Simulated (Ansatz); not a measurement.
## ZnS — electric field gradients

The cell is a computed structure from the Materials Project (it need not be an observed phase), atoms as given.

```cif
data_structure
_symmetry_space_group_name_H-M 'P 1'
_symmetry_Int_Tables_number 1
_cell_length_a 25.2534
_cell_length_b 25.2534
_cell_length_c 25.2534
_cell_angle_alpha 8.755
_cell_angle_beta 8.755
_cell_angle_gamma 8.755
_cell_volume 323.74
loop_
_atom_site_label
_atom_site_type_symbol
_atom_site_fract_x
_atom_site_fract_y
_atom_site_fract_z
_atom_site_occupancy
Zn1 Zn 0.29168 0.29168 0.29168 1
Zn2 Zn 0.58336 0.58336 0.58336 1
Zn3 Zn 0.00001 0.00001 0.00001 1
Zn4 Zn 0.87501 0.87501 0.87501 1
Zn5 Zn 0.75001 0.75001 0.75001 1
Zn6 Zn 0.50001 0.50001 0.50001 1
Zn7 Zn 0.12501 0.12501 0.12501 1
Zn8 Zn 0.37503 0.37503 0.37503 1
S9 S 0.15624 0.15624 0.15624 1
S10 S 0.61457 0.61457 0.61457 1
S11 S 0.90626 0.90626 0.90626 1
S12 S 0.78124 0.78124 0.78124 1
S13 S 0.53122 0.53122 0.53122 1
S14 S 0.32288 0.32288 0.32288 1
S15 S 0.40624 0.40624 0.40624 1
S16 S 0.03126 0.03126 0.03126 1
```

Sites (sets of like atoms) are named by element and the number of their first atom in this list.

All values are calculated (Ansatz; DFT, r2SCAN, plane waves and PAW (field gradients read without the response of the frozen cores, which leaves them typically 4 to 6 % off), scalar-relativistic, 500 eV cutoff, Γ-centred 8×8×8 k-points, Fermi–Dirac smearing 0.02 eV), not measured.

V_zz is the principal component of the electric field gradient with the largest magnitude, η = (V_xx − V_yy)/V_zz and C_Q = eQV_zz/h.

67Zn: I = 5/2, Q = 122.0 mb; ³³S: I = 3/2, Q = -69.40 mb. Q values from Pyykkö, Mol. Phys. 116, 1328 (2018).

```csv
site,atoms (order as listed),first shell,"V_xx, V_yy, V_zz (10²¹ V/m²)",η,C_Q (MHz)
Zn1,1,4 S at 2.36 Å,"0.049, 0.049, -0.097",0.00,-0.287
Zn2,"2, 8",4 S at 2.36 Å,"0.029, 0.029, -0.058",0.00,-0.171
Zn3,"3, 4",4 S at 2.36 Å,"0.088, 0.088, -0.18",0.00,-0.517
Zn5,"5, 7",4 S at 2.36 Å,"0.046, 0.046, -0.092",0.00,-0.272
Zn6,6,4 S at 2.35–2.36 Å,"0.051, 0.051, -0.10",0.00,-0.298
S9,"9, 10, 12, 15",4 Zn at 2.36 Å,"0.00, 0.00, 0.00",–,≈0
S11,"11, 16",4 Zn at 2.36 Å,"-0.078, -0.078, 0.16",0.00,-0.263
S13,"13, 14",4 Zn at 2.35–2.36 Å,"-0.018, -0.018, 0.035",0.00,-0.060
```

An axis of threefold or higher order runs through Zn1, Zn2, Zn3, Zn5, Zn6 and S11 and others, so V_zz lies along it and η is zero.

Hardware: 1 thread of AMD EPYC 9R45 (Zen 5) (x86_64; 16 cores open to the job, memory cap 3.0 GiB, no GPU), a shared host with a load of 0.2 a core. Wall time 2.2 min, CPU time 2.2 min, peak memory 2.1 GiB.
